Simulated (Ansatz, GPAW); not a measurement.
# 1,4-phenylene between two Pt chains: relaxation, then transmission at several levels, part 3 of 3

How well does 1,4-phenylene between two Pt chains conduct once its atoms have relaxed, and how much do cheaper levels lose?

GPAW 26.7.0 and Ansatz 0.2.0; Ansatz plane waves; relaxation of the junction with the lead ends held; PAW set soft_1 (the session's first sound run).

So far, transmission at the Fermi level (one spin): step 3 (plane waves, PBE) 1.19; step 4 (double-zeta polarised basis, PBE, GPAW) 1.21; step 5 (single-zeta polarised basis, PBE, GPAW) 1.18; step 6 (minimal basis, PBE, GPAW) 1.04; step 7 (RPBE in the dzp basis: xc = "RPBE") 1.21.

### Step 8. Without the relaxation: geometry = "as built"

The dzp basis with PBE on the structure as first built shows what the relaxation was worth.

Input file run.py:

```python
import json
import numpy as np
from ase import Atoms
from ase.transport.calculators import TransportCalculator
from gpaw import GPAW, FermiDirac
from gpaw.lcao.tools import get_lcao_hamiltonian
from scipy.linalg import eigh

# The junction with lead layers at both ends, along the third cell vector
device = Atoms(
    ['Pt', 'Pt', 'Pt', 'Pt', 'Pt', 'Pt', 'Pt', 'Pt', 'C', 'H', 'H', 'C', 'C', 'C', 'C', 'H', 'H', 'C', 'Pt', 'Pt', 'Pt', 'Pt', 'Pt', 'Pt', 'Pt', 'Pt'],
    positions=[
        [5.39909, 4.50000, 1.20000],
        [5.39909, 4.50000, 3.60000],
        [5.39909, 4.50000, 6.00000],
        [5.39909, 4.50000, 8.40000],
        [5.39909, 4.50000, 10.80000],
        [5.39909, 4.50000, 13.20000],
        [5.39909, 4.50000, 15.60000],
        [5.39909, 4.50000, 18.00000],
        [5.39909, 4.50000, 20.06000],
        [7.54818, 4.50000, 20.21405],
        [3.25000, 4.50000, 20.21405],
        [6.60705, 4.50000, 20.75741],
        [4.19114, 4.50000, 20.75741],
        [6.60705, 4.50000, 22.15224],
        [4.19114, 4.50000, 22.15224],
        [7.54818, 4.50000, 22.69560],
        [3.25000, 4.50000, 22.69560],
        [5.39909, 4.50000, 22.84965],
        [5.39909, 4.50000, 24.90965],
        [5.39909, 4.50000, 27.30965],
        [5.39909, 4.50000, 29.70965],
        [5.39909, 4.50000, 32.10965],
        [5.39909, 4.50000, 34.50965],
        [5.39909, 4.50000, 36.90965],
        [5.39909, 4.50000, 39.30965],
        [5.39909, 4.50000, 41.70965]],
    cell=[[10.79818, 0.0, 0.0], [0.0, 9.0, 0.0], [0.0, 0.0, 42.90965]],
    pbc=True)

# One principal layer of the lead: the first 5 atoms of the device
lead = Atoms(
    ['Pt', 'Pt', 'Pt', 'Pt', 'Pt'],
    positions=[
        [5.39909, 4.50000, 1.20000],
        [5.39909, 4.50000, 3.60000],
        [5.39909, 4.50000, 6.00000],
        [5.39909, 4.50000, 8.40000],
        [5.39909, 4.50000, 10.80000]],
    cell=[[10.79818, 0.0, 0.0], [0.0, 9.0, 0.0], [0.0, 0.0, 12.0]],
    pbc=True)

settings = dict(mode='lcao', basis='dzp', xc='PBE', h=0.2,
                occupations=FermiDirac(0.1), maxiter=250,
                mixer=dict(beta=0.1, nmaxold=8, weight=100.0),
                convergence=dict(density=0.0001))
energies = np.arange(-2, 2 + 1e-9, 0.025)
eta = 0.0001
n1, n2 = 1, 1
# k and -k transmit alike, so half of the mesh across the current serves
mesh = [(i, j) for i in range(n1) for j in range(n2) if (i, j) <= (-i % n1, -j % n2)]
weights = np.array([1 if (i, j) == (-i % n1, -j % n2) else 2 for i, j in mesh]) / (n1 * n2)

# [... helper functions left out ...]
fermi_lead = ground_state(lead, (1, 1, 10), 'lead.txt')
fermi_device = ground_state(device, (1, 1, 2), 'device.txt')
# [... loop over the mesh left out, but for ...]
        # Shift the lead onto the potential of the device's first layer
        shift = ((H[:, 0, 0] - H0[:, 0, 0]) / S0[0, 0]).real.mean()
# [...]
kT = 8.617333e-5 * 300
bias = [0.1, 0.2, 0.5, 1.0, 1.5, 2.0]
# [... integrals and printing left out ...]
```

Started as:

```bash
$ OMP_NUM_THREADS=1 OPENBLAS_NUM_THREADS=1 python run.py
```

Elapsed: 4.7 min, on 1 thread of Arm Neoverse V1, shared host; peak memory 1.8 GiB.

Numbers from this step:

| Property | Result |
| --- | --- |
| conductance | 1.075 G₀ |
| thermopower | -2.686 μV/K |
| largest coupling past the next principal layer | 8.09e-6 eV |
| largest misfit of the first principal layer | 0.1283 eV |
| shift that aligns the lead | -0.009179 eV |
| transmission at the Fermi level (one spin) | 1.075 |

The conductance, 1.07 G₀, lies 8.1 % below that of the dzp run.

### Step 9. The ladder

Times are wall times on the hardware named with each run. Results by setting:

| no. | run | conductance (G₀) | time | memory (GiB) |
| --- | --- | --- | --- | --- |
| 1 | pw PBE | 1.176 | 5.7 min | 6.8 |
| 2 | dzp | 1.170 | 6.9 min | 1.8 |
| 3 | szp | 1.134 | 3.8 min | 1.7 |
| 4 | sz | 1.014 | 3.4 min | 1.6 |
| 5 | dzp RPBE | 1.175 | 6.7 min | 1.8 |
| 6 | asbuilt | 1.075 | 4.7 min | 1.8 |

### Step 10. Comparison

The curves are compared point by point over the common energies.

This step: comparison of transmission and cost over codes, levels and geometry; PAW set soft_1 (GPAW 26.7.0).

Ladder, by row:

| step | code | T at the Fermi level (sum over the listed spins) | conductance (G0) | r.m.s. T(E) from the first | wall time (s) | peak memory (GiB) | threads |
| --- | --- | --- | --- | --- | --- | --- | --- |
| pw-pbe | Ansatz | 1.195 | 1.176 | 0 | 343.5 | 6.838 | 4 |
| dzp | GPAW | 1.206 | 1.17 | 0.0866 | 414 | 1.78 | 1 |
| szp | GPAW | 1.184 | 1.134 | 0.1632 | 230.4 | 1.71 | 1 |
| sz | GPAW | 1.043 | 1.014 | 0.2205 | 203.8 | 1.65 | 1 |
| dzp-RPBE | GPAW | 1.212 | 1.175 | 0.09247 | 401.8 | 1.78 | 1 |
| asbuilt | GPAW | 1.075 | 1.075 | 0.1957 | 284.2 | 1.78 | 1 |

The transmission, zone mean, sum over the listed spins by energy, zero at the Fermi level:

| energy (eV) | pw-pbe | dzp | szp | sz | dzp-RPBE | asbuilt |
| --- | --- | --- | --- | --- | --- | --- |
| -2.000 | 1.06 | 1.06 | 1.03 | 1.03 | 1.06 | 1.27 |
| -1.900 | 1.08 | 1.07 | 1.04 | 0.0666 | 1.07 | 1.25 |
| -1.800 | 1.09 | 1.09 | 1.05 | 0.928 | 1.08 | 1.21 |
| -1.700 | 1.11 | 1.10 | 1.02 | 0.954 | 1.10 | 1.18 |
| -1.600 | 1.15 | 1.13 | 0.978 | 0.961 | 1.12 | 1.15 |
| -1.500 | 1.17 | 1.16 | 1.04 | 0.988 | 1.16 | 1.14 |
| -1.450 | 1.20 | 1.16 | 1.07 | 0.985 | 1.07 | 1.12 |
| -1.400 | 1.07 | 1.06 | 1.07 | 0.989 | 1.08 | 1.10 |
| -1.300 | 1.18 | 1.15 | 1.09 | 1.00 | 1.14 | 1.07 |
| -1.200 | 1.22 | 1.17 | 1.11 | 1.04 | 1.16 | 1.04 |
| -1.100 | 1.26 | 1.20 | 1.13 | 1.04 | 1.19 | 1.01 |
| -1.000 | 1.29 | 1.23 | 1.14 | 1.03 | 1.23 | 0.998 |
| -0.975 | 1.29 | 1.24 | 1.14 | 1.02 | 1.24 | 0.998 |
| -0.925 | 1.26 | 1.25 | 1.12 | 0.993 | 1.25 | 1.00 |
| -0.900 | 1.21 | 1.24 | 1.11 | 0.972 | 1.23 | 1.01 |
| -0.800 | 1.08 | 1.10 | 0.994 | 0.839 | 1.10 | 1.00 |
| -0.700 | 1.27 | 0.979 | 0.891 | 0.744 | 0.993 | 0.997 |
| -0.600 | 1.27 | 1.22 | 1.15 | 1.06 | 1.21 | 0.973 |
| -0.500 | 0.946 | 1.08 | 1.15 | 1.13 | 1.12 | 0.988 |
| -0.475 | 0.888 | 1.14 | 1.16 | 1.14 | 1.17 | 1.02 |
| -0.400 | 1.04 | 1.11 | 1.01 | 1.02 | 1.08 | 1.07 |
| -0.300 | 0.808 | 1.09 | 1.05 | 1.03 | 1.07 | 1.03 |
| -0.200 | 0.923 | 0.768 | 0.790 | 0.783 | 0.786 | 1.00 |
| -0.100 | 1.07 | 0.997 | 1.18 | 1.21 | 1.02 | 1.03 |
| -0.075 | 1.11 | 1.06 | 1.24 | 1.24 | 1.08 | 1.04 |
| -0.050 | 1.14 | 1.12 | 1.26 | 1.22 | 1.13 | 1.05 |
| 0.000 | 1.19 | 1.21 | 1.18 | 1.04 | 1.21 | 1.08 |
| 0.025 | 1.21 | 1.22 | 1.10 | 0.926 | 1.22 | 1.09 |
| 0.100 | 1.15 | 1.10 | 0.770 | 0.606 | 1.09 | 1.11 |
| 0.200 | 0.832 | 0.706 | 0.444 | 0.350 | 0.698 | 1.10 |
| 0.300 | 0.492 | 0.412 | 0.287 | 0.240 | 0.410 | 1.12 |
| 0.400 | 0.325 | 0.291 | 0.216 | 0.185 | 0.291 | 0.803 |
| 0.500 | 0.235 | 0.220 | 0.165 | 0.145 | 0.220 | 0.575 |
| 0.600 | 0.185 | 0.172 | 0.125 | 0.112 | 0.173 | 0.396 |
| 0.700 | 0.149 | 0.129 | 0.0817 | 0.0754 | 0.130 | 0.169 |
| 0.800 | 0.1000 | 0.0865 | 0.0637 | 0.0599 | 0.0877 | 0.0562 |
| 0.900 | 0.0781 | 0.0708 | 0.0524 | 0.0498 | 0.0716 | 0.0418 |
| 1.000 | 0.0655 | 0.0598 | 0.0442 | 0.0423 | 0.0603 | 0.0319 |
| 1.100 | 0.0563 | 0.0514 | 0.0378 | 0.0366 | 0.0517 | 0.0249 |
| 1.200 | 0.0491 | 0.0449 | 0.0329 | 0.0321 | 0.0450 | 0.0197 |
| 1.300 | 0.0433 | 0.0396 | 0.0289 | 0.0284 | 0.0395 | 0.0157 |
| 1.400 | 0.0385 | 0.0353 | 0.0256 | 0.0255 | 0.0351 | 0.0127 |
| 1.500 | 0.0345 | 0.0317 | 0.0229 | 0.0230 | 0.0314 | 0.0102 |
| 1.600 | 0.0311 | 0.0287 | 0.0206 | 0.0210 | 0.0283 | 0.00829 |
| 1.700 | 0.0282 | 0.0261 | 0.0187 | 0.0193 | 0.0256 | 0.00671 |
| 1.800 | 0.0257 | 0.0239 | 0.0170 | 0.0178 | 0.0234 | 0.00540 |
| 1.900 | 0.0235 | 0.0220 | 0.0156 | 0.0166 | 0.0214 | 0.00433 |
| 2.000 | 0.0216 | 0.0203 | 0.0143 | 0.0155 | 0.0197 | 0.00343 |

### Step 11. Results

```yaml
conductance: 1.17 G₀
transmission_at_the_fermi_level_mean_of_the_spins: 1.21
thermopower: -4.12 μV/K
```

In words: In the dzp basis the junction conducts 1.17 G₀ at 300 K, with T = 1.21 a spin at the Fermi level; the szp basis reaches that conductance within 10 %. Relaxation moved atoms by up to 0.51 Å and took the conductance from 1.07 to 1.17 G₀, as a ratio a smaller change than the step from dzp to the minimal basis. Plane waves (PBE) give T = 1.19 there. At the Fermi level two eigenchannels carry the current (0.97 and 0.23). Measured against the first run (pw-pbe), the nearest curve is that of dzp (r.m.s. 0.087) and the farthest that of sz (0.22). Over the compared runs wall time goes from 204 s (sz) to 414 s (dzp), on a shared host; the plane-wave run used 4 threads and the orbital runs 1. The leads kept an estimated spacing and the cell its length, so the junction may be under some tension or compression. The run had no spin polarisation, so a magnetic state, which chains and small molecules with open shells often have, wasn't tested. Spin-orbit coupling is left out, which matters for the heavy atoms here. Semilocal functionals put molecular levels too near the Fermi level, so such conductances usually come out too high, and chain electrodes have a sharper density of states than real ones. An evenly spaced straight chain is an idealisation: free chains tend to dimerise, zigzag or, where a band edge lies near the Fermi level, turn magnetic. The currents use the zero-bias T(E) throughout, which holds only while the bias is small against the distance to the nearest feature.

[Logs are printed without paths, hosts, clocks, repeated set-up lines and the standing remarks that a program may print on its own settings, such as how far it seeks lower states.]

[Hosts, paths, dates, database ids (printed as entryN), source tags and the programs' standing remarks are cut or masked in the printed files.]
